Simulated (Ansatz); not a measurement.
# Si2Ni (Fm-3m) in Ansatz: a series of runs, part 2 of 2

Ansatz 0.2.0. Earlier steps stand in the parts before.

### Step 4. Single point, PBE, collinear spin, ferromagnetic start

Contents of input.yaml:

```yaml
crystal:
  lattice:
    - [0.0, 2.703, 2.703]
    - [2.703, 0.0, 2.703]
    - [2.703, 2.703, 0.0]
  atoms:
    - { symbol: Ni, position: [0.0, 0.0, 0.0], spin: 1.0 }
    - { symbol: Si, position: [0.75, 0.75, 0.75] }
    - { symbol: Si, position: [0.25, 0.25, 0.25] }
hamiltonian:
  xc: pbe
  pseudopotentials: { kind: paw }
magnetization:
  spin_polarized: true
kpoints:
  mp_grid: { grid: [9, 9, 9] }
scf:
  occupations: { method: gaussian, width: 0.013 }
output:
  forces: true
  stress: true
  eigenvalues: true
```

Potentials or basis: Ansatz PAW.

Launch:

```console
ansatz run input.yaml --threads 2 --pin off --max-ram 5632MiB --backend cpu --events-out ev --progress --plain --runs-dir out
```

The log of the run:

```text
Warning: RAYON_NUM_THREADS=2 ignored (pool sized by the plan → 2); use --threads N
Engine: ansatz 0.2.0, x86_64-unknown-linux-gnu
Pseudopotentials: kind: paw
Pseudopotential: Ni, paw, valence charge 18, recommended cutoff 420 eV (normal), Ni.paw.azcp
Pseudopotential: Si, paw, valence charge 4, recommended cutoff 420 eV (normal), Si.paw.azcp
Functional definition: PBE
  parameter kappa = 0.804
  parameter beta = 0.06672455060314922
  exchange = pbe_x(kappa = kappa, mu = beta*pi^2/3)
  correlation = pbe_c(beta = beta)
Crystal: 3 atoms, lattice volume = 39.497 Å³
Basis set: ecut = 420 eV, 749 PW (Γ), exchange–correlation on 54×54×54 points (8 copies of the dense FFT grid, shifted against one another)
Bands: 18, of which v1, the nominal top of the filled ones, is band 13 counted from 1 (12 counted from 0)
Symmetry: 48 space group operations
Space group: Fm-3m (ITA 225), of the structure as read, at distance tolerance 3.4e-5 Å
Magnetic group: BNS 225.116 (UNI 1618), of the structure as read, at distance tolerance 3.4e-5 Å
k-points: 35 of 729
Non-local potential: Ni, projectors of the file, l = 0: 3, l = 1: 2, l = 2: 3, l = 3: 1
Non-local potential: Si, projectors of the file, l = 0: 2, l = 1: 2, l = 2: 2
PAW form: soft (Blöchl's): semilocal exchange-correlation on the pseudo side does not see the compensation charge
PAW one-centre angular grid: Ni, 590 points (default); XC on 64 Gauss nodes
PAW one-centre angular grid: Si, 110 points (default); XC on 64 Gauss nodes
[... 23 lines left out ...]
SCF converged after 12 iterations
Magnetization: -0.0000 μB (13.0000 up, 13.0000 down)
Absolute magnetization: 0.0000 μB (∫|ρ↑−ρ↓|, with the PAW one-centre terms)
Spin contamination: 0.0000 ħ² per cell (⟨S²⟩ above its minimum at these occupations)
Per-site moments (μB) at R_I (Å): [(-5.010417646876811e-8, 0.9656074999021016), (-1.5148426947429123e-7, 0.9656074999021016), (-1.5148426956691606e-7, 0.9656074999021018)]
Free energy (F): -7112.394539 eV
Harris-Foulkes:  -7112.394539 eV  (|F-HF|=4.01e-9)
Internal energy: -7112.394391 eV  (E = F + TS)
E sigma→0 (E₀):  -7112.394465 eV
Entropy (-TS):   -0.000148 eV (-0.049 meV/atom)
Fermi energy:    13.356185 eV
--- Per-component energies (eV) ---
  E_band       = -343.997901
  E_kinetic    = 370.716585
  E_local      = -4906.263763  (includes V_loc(G=0)·N_el)
  E_nonlocal   = 679.753361
  E_hartree    = 2122.070990
  E_xc         = -199.480183
  E_vxc        = -208.748069  (∫ρ·V_xc dr)
  E_paw        = -2651.343024  (= ΣΔE_a)
  E_vpaw       = -523.592443  (= ΣTr[D̂ρ^β])
  E_aug_tail   = 0.000498  (compensation charges beyond the density's cutoff)
  E_ewald      = -2527.848854
  E_smearing   = -0.000148  (= −TS)
  E_closure    = 0.000000  (closes the sum)
  Σ components = -7112.394539   (vs F -7112.394539, Δ=0.00e0)
--- Forces (eV/Å), atoms counted from 1 ---
  atom   1  Ni    -0.00000000    -0.00000000    -0.00000000
  atom   2  Si     0.00000000     0.00000000    -0.00000000
  atom   3  Si    -0.00000000     0.00000000    -0.00000000
  max |Σ_I F_I| component: 6.94e-17 eV/Å
--- Stress (GPa, compression-positive) ---
        3.986857       0.000000       0.000000
        0.000000       3.986857       0.000000
        0.000000      -0.000000       3.986857
  P = ⅓ Tr σ = 3.9869 GPa (39.869 kbar)
--- Band table (eV; the first three rows and the last of 70) ---
  k-point 0 ↑: bands = ["-91.3312", "-51.7282", "-51.7282", "-51.7282", "-0.5899", "8.0765", "8.0765", "8.0765", "9.7845", "9.7845", "12.9795", "15.0087", "15.0087", "15.0087", "15.5376", "15.5376", "15.5376", "17.9976"]
  k-point 1 ↑: bands = ["-91.3313", "-51.7283", "-51.7282", "-51.7282", "-0.4068", "7.7037", "8.1344", "8.1344", "9.7513", "9.7513", "12.5919", "13.8837", "14.2628", "14.2628", "16.2266", "16.2266", "17.1836", "17.5055"]
  k-point 2 ↑: bands = ["-91.3313", "-51.7286", "-51.7283", "-51.7283", "0.1367", "6.6975", "8.2798", "8.2798", "9.7035", "9.7035", "11.1450", "13.3697", "13.3697", "14.2332", "15.9117", "15.9117", "16.9075", "18.3372"]
  k-point 34 ↓: bands = ["-91.3313", "-51.7289", "-51.7288", "-51.7285", "3.7935", "4.5969", "6.4840", "6.7352", "9.3936", "9.5681", "9.8333", "10.1637", "10.8937", "15.0172", "15.8358", "17.6161", "19.2926", "21.2758"]
```

Run time: 1.9 s. Hardware: 2 threads of Intel Xeon 6975P-C (Granite Rapids), shared host; peak memory 0.4 GiB.

What came out:

| Property | Result |
| --- | --- |
| Free energy | -7112.3945 eV |
| Pressure | 4.0 GPa |
| Band gap on the k mesh | none (metal or under the smearing width) |
| Net moment | 0.00 μB per cell |
| Absolute moment | 0.00 μB per cell |

Caveat: the starting moments weren't kept.

### Step 5. Single point, PBE, collinear spin, ferromagnetic start

Edit input.yaml of step 4 so:

```diff
@@ -17,3 +17,3 @@
 scf:
-  occupations: { method: gaussian, width: 0.013 }
+  occupations: { method: gaussian, width: 0.014 }
 output:
@@ -22 +22,5 @@
   eigenvalues: true
+  write_density: true
+  write_potential: true
+  elf: true
+  volumetric_format: npy
```

Launch:

```console
ansatz run input.yaml --threads 2 --pin off --max-ram 5632MiB --backend cpu --events-out ev --progress --plain --runs-dir out
```

Run time: 2.1 s. Hardware: 2 threads of Intel Xeon 6975P-C (Granite Rapids), shared host; peak memory 0.41 GiB.

Results (log left out):

```yaml
Free_energy: -7112.3946 eV
Pressure: 4.0 GPa
Band_gap_on_the_k_mesh: none (metal or under the smearing width)
Net_moment: 0.00 μB per cell
Absolute_moment: 0.00 μB per cell
```

Levels at points of the mesh, in eV from the Fermi level:
Spin up:
| k point | band 10 | band 11 | band 12 | band 13 | band 14 | band 15 | band 16 | band 17 |
| --- | --- | --- | --- | --- | --- | --- | --- | --- |
| (0.00, 0.00, 0.00) | -3.57 | -0.38 | 1.65 | 1.65 | 1.65 | 2.18 | 2.18 | 2.18 |
Spin down:
```tsv
k point	band 9	band 10	band 11	band 12	band 13	band 14	band 15	band 16	band 17	band 18
(0.00, 0.00, 0.00)	-3.57	-3.57	-0.38	1.65	1.65	1.65	2.18	2.18	2.18	4.64
```

Caveat: the starting moments weren't kept.

### Step 6. Single point, PBE, collinear spin, ferromagnetic start

Edit input.yaml of step 5 so:

```diff
@@ -17,3 +17,3 @@
 scf:
-  occupations: { method: gaussian, width: 0.014 }
+  occupations: { method: gaussian, width: 0.015 }
 output:
@@ -22,5 +22 @@
   eigenvalues: true
-  write_density: true
-  write_potential: true
-  elf: true
-  volumetric_format: npy
```

Potentials or basis: Ansatz PAW.

Launch:

```console
ansatz run input.yaml --threads 2 --pin off --max-ram 5632MiB --backend cpu --events-out ev --progress --plain --runs-dir out
```

Wall time 1.9 s (2 threads of Intel Xeon 6975P-C (Granite Rapids), shared host); peak memory 0.4 GiB.

Results (log left out):

- Free energy: -7112.3946 eV
- Pressure: 4.0 GPa
- Band gap on the k mesh: none (metal or under the smearing width)
- Net moment: 0.00 μB per cell
- Absolute moment: 0.00 μB per cell

Levels at points of the mesh, in eV from the Fermi level:
Spin up:
```
           k point  band 10  band 11  band 12  band 13  band 14  band 15  band 16  band 17
(0.00, 0.00, 0.00)    -3.57    -0.38     1.65     1.65     1.65     2.18     2.18     2.18
```
Spin down:
| k point | band 10 | band 11 | band 12 | band 13 | band 14 | band 15 | band 16 | band 17 |
| --- | --- | --- | --- | --- | --- | --- | --- | --- |
| (0.00, 0.00, 0.00) | -3.57 | -0.38 | 1.65 | 1.65 | 1.65 | 2.18 | 2.18 | 2.18 |

Caveat: the starting moments weren't kept.

### Step 7. The runs side by side

```tsv
task	level	cell	smearing	gap on the mesh (eV)	pressure (GPa)	moment (μB)
relaxation of cell and atoms	BLYP	relaxed	fermi-dirac 0.05 eV	-	0.0	0.00
single point	PBE	as given	gaussian 0.012 eV	none	4.0	0.00
single point	PBE	as given	gaussian 0.013 eV	none	4.0	0.00
single point	PBE	as given	gaussian 0.014 eV	none	4.0	0.00
single point	PBE	as given	gaussian 0.015 eV	none	4.0	0.00
```

Alike in all rows: potentials or basis Ansatz PAW; spin collinear, ferromagnetic start; k mesh 9 × 9 × 9; cutoff (eV) 420.

Every run on the cell as given and a fine mesh finds a metal.

Caveats: the starting moments weren't kept; the plane-wave basis is chosen anew once the cell has moved, so the energies of steps on either side of that aren't comparable (some runs); the PAW data sets come from PBE, with cores solved anew for the run's functional, which leaves a small shift of forces and pressure (some runs).

Absolute energies hang on the potentials; compare differences alone.
